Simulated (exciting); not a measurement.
LiH:

```
Li H
1.0
     0.00000    2.03675    2.03675
     2.03675    0.00000    2.03675
     2.03675    2.03675    0.00000
Li H
1 1
Cartesian
  0.0000 0.0000 0.0000
  2.0368 2.0368 2.0368
```

Base run:

* Program: exciting (release sodium)
* Functional: RPBE
* Potentials or basis: all-electron LAPW+lo, shipped species files, valence relativity zora
* rgkmax: 5
* k mesh: 11 × 11 × 11
* Occupations: gaussian, width 0.05 eV
* Spin: no spin polarisation

Its results: band gap on the k mesh 3.37 eV, direct.

Task: The run is repeated on the same cell with these changes: functional from RPBE to PBE; occupations from gaussian, width 0.05 eV to gaussian, width 0.02 eV. What comes out?

Result: Band gap on the k mesh 3.21 eV, direct.

Caveats: an odd mesh through Γ misses points on the zone boundary, where band edges often lie.
